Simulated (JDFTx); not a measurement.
Runs of JDFTx 1.7.0 (patched build) on CuO. Symmetry: Pm-3m, No. 221, cubic system. Conventional cell: a = 2.553 Å, b = 2.553 Å, c = 2.553 Å, α = 90.00°, β = 90.00°, γ = 90.00°. Cu (site symmetry m-3m) has 8 O at 2.21 Å as nearest neighbours. O (site symmetry m-3m) has 8 Cu at 2.21 Å as nearest neighbours. Measurements of this composition are mostly on another form, of space group No. 15.

```csv
task,level,potentials or basis,U,cell,k mesh,cutoff (eV),max SCF steps,SCF threshold on the energy,solver of the electrons,further solve for the empty bands,band ratio of the Davidson solver,mesh quality,gap on the mesh (eV),pressure (GPa),relaxed volume (Å³/atom)
relaxation of cell and atoms,PBE,SPMS-PBE-1.0 with smoothed tails,-,relaxed,6 × 6 × 6,1361,100,1e-09 Ha,scf,no,-,coarse,none,0.0,9.16
relaxation of cell and atoms,PBE,PseudoDojo-SR-PBE-0.5-standard with smoothed tails,-,relaxed,6 × 6 × 6,1252,100,1e-09 Ha,scf,no,-,coarse,none,0.0,9.12
single point,PBE,PseudoDojo-SR-PBE-0.5-standard with smoothed tails,-,as given,10 × 10 × 10,1252,100,1e-09 Ha,scf,yes,-,not flagged,none,(a),-
relaxation of cell and atoms,PBE,Ansatz-NC-SR-PBE with smoothed tails,-,relaxed,6 × 6 × 6,1252,100,1e-09 Ha,scf,no,-,coarse,none,0.0,9.12
relaxation of cell and atoms,PBE,SG15-PBE-1.2 with smoothed tails,-,relaxed,6 × 6 × 6,1361,100,1e-09 Ha,scf,no,-,coarse,none,0.0,9.16
relaxation of cell and atoms,PBE,PseudoDojo-SR-PBE-0.5-stringent with smoothed tails,-,relaxed,6 × 6 × 6,1415,100,1e-09 Ha,scf,no,-,coarse,none,0.0,9.13
```

Alike in all rows: no spin polarisation; smearing fermi-dirac 0.05 eV.

**Question.** Estimate the missing entries.

**Answer.** (a) 20.5.

Caveats: some runs use coarse meshes; an odd number of electrons without spin polarisation forces a metal; a magnetic or distorted state may lie lower; the run has no spin polarisation, though such a crystal can be magnetic; semilocal functionals often make such compounds metallic where correlation or magnetic order opens a gap, which also shifts bond lengths; the plane waves are those of the starting cell, so after so large a change of volume the result is rough (some runs).

A k mesh can miss the band edges.

A gap of «none» marks a metal or a gap under the smearing width.

Not every run made on this cell is shown here.
